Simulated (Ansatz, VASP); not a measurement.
**One calculation of CsI, two programs**

```xyz
2
Lattice="4.6660 0.0000 0.0000 0.0000 4.6660 0.0000 0.0000 0.0000 4.6660" Properties=species:S:1:pos:R:3 pbc="T T T"
Cs    0.0000    0.0000    0.0000
I     2.3330    2.3330    2.3330
```

Alike in both runs: functional PBE; k mesh 6 × 6 × 6; occupations gaussian, width 0.02 eV; no spin polarisation.

Ansatz relaxed the structure, and its values are those at the end. VASP's run is a single point on that final structure, the one shown.

```csv
,VASP,Ansatz
version,VASP 6.6.1,Ansatz 0.2.0
potentials or method,"VASP PAW PBE potentials, release 64 (Cs_sv, I)","scalar-relativistic, plane waves, PAW"
plane-wave cutoff (eV),520,420
valence electrons in the cell,16,26
```

Ansatz gave:

```
gap on the k mesh at the Fermi level (eV) : 3.69
least direct gap on the mesh (eV)         : 3.78
pressure (GPa)                            : 0.0
```

**Question.** What did VASP give for the same quantities?

**Answer.** gap on the k mesh at the Fermi level (eV): 3.68; least direct gap on the mesh (eV): 3.77; pressure (GPa): 0.0.

With one functional, cell and mesh, what is left measures potentials, basis and numerics. The two sets of potentials don't hold the same shells in valence.

Caveats: spin-orbit coupling is left out, which moves the levels of the heavy elements. A k mesh can miss the band edges.
